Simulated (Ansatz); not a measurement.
LiF (rocksalt): gap against strain (uniaxial along [111], other directions held)

Rocksalt LiF, relaxed with r2SCAN in the PAW code Ansatz, then strained (uniaxial along [111], other directions held; changes of length per length, axes as in the cell below) with the atoms relaxed again within the symmetry that is left. Space group Fm-3m (No. 225), cubic; a = 3.990 Å in the conventional setting, 7.94 Å³ an atom. Around Li lie 6 F at 1.99 Å; around F lie 6 Li at 1.99 Å. No spin polarisation and no zero-point or thermal motion.

```
Li F
1.0
     0.00000    1.99487    1.99487
     1.99487    0.00000    1.99487
     1.99487    1.99487    0.00000
Li F
1 1
Direct
  0.00000 0.00000 0.00000
  0.50000 0.50000 0.50000
```

Gaps are the least over each mesh (r2SCAN 10×10×10 when unstrained) and the special points, which keep their unstrained names; stress is the change from the unstrained cell, compression positive.

```tsv
strain (%)	gap, r2SCAN (eV)	edges, r2SCAN	stress along the strain, r2SCAN (GPa)	energy rise, r2SCAN (meV/atom)
-1.87	10.442	Γ	+3.22	1.5
0.0	10.330	Γ	0.00	0.0
+1.5	10.159	Γ	-2.45	0.9
+4.52	9.819	Γ	-7.07	8.0
```

Question: Estimate the row for a strain of +0.37 %.

Answer:
```tsv
strain (%)	gap, r2SCAN (eV)	edges, r2SCAN	stress along the strain, r2SCAN (GPa)	energy rise, r2SCAN (meV/atom)
+0.37	10.288	Γ–K (0.10) → Γ	-0.62	0.1
```

Between zero and the nearest strains the slope of the r2SCAN gap against strain is -0.060 eV per percent for negative and -0.115 for positive strain.

Where an edge lies off the special points, it is a point of the mesh or the k point where a search put PBE's edge or least direct gap, reused for the other functionals, whose own edges may lie a little apart.
